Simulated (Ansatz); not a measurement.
In under changes of volume

One of the cells (26.144 Å³/atom); the others are scaled copies at fixed shape and fractional positions:

```xyz
1
Lattice="-1.6255 1.6255 2.4737 1.6255 -1.6255 2.4737 1.6255 1.6255 -2.4737" Properties=species:S:1:pos:R:3 pbc="T T T"
In    0.0000    0.0000    0.0000
```

```yaml
Program: Ansatz 0.2.0
Functional: LDA
Potentials_or_basis: all-electron LAPW, scalar-relativistic
Cutoff: 179 eV (chosen from the basis error)
Basis_error_allowed: 0.001 eV/atom
k_mesh: 11 × 11 × 11
Occupations: fermi-dirac, width 0.05 eV
Spin: no spin polarisation
```

```csv
volume (Å³/atom),energy over the lowest point (meV/atom),pressure (GPa)
24.575,0.00,0.1
25.098,1.44,-0.9
25.621,5.90,-1.8
26.144,12.99,-2.5
26.666,22.39,-3.2
27.189,?,?
27.712,47.01,-4.3
```

Problem. What does the run at 27.189 Å³/atom give?

Solution. Energy over the lowest point 33.81 meV/atom; pressure -3.8 GPa.

Worked out: A Birch-Murnaghan fit of order 3 (a polynomial in V^(-2/3)) to the other rows has its minimum at 24.61 Å³/atom with B0 = V·E''(V) = 49 GPa and B' = 5.2 at fixed shape and positions, which overstates the stiffness. It gives 33.82 meV/atom at 27.189 Å³/atom, against the run's 33.81, and -dE/dV = -3.8 GPa, against -3.8.

Energies are extrapolated to zero smearing.
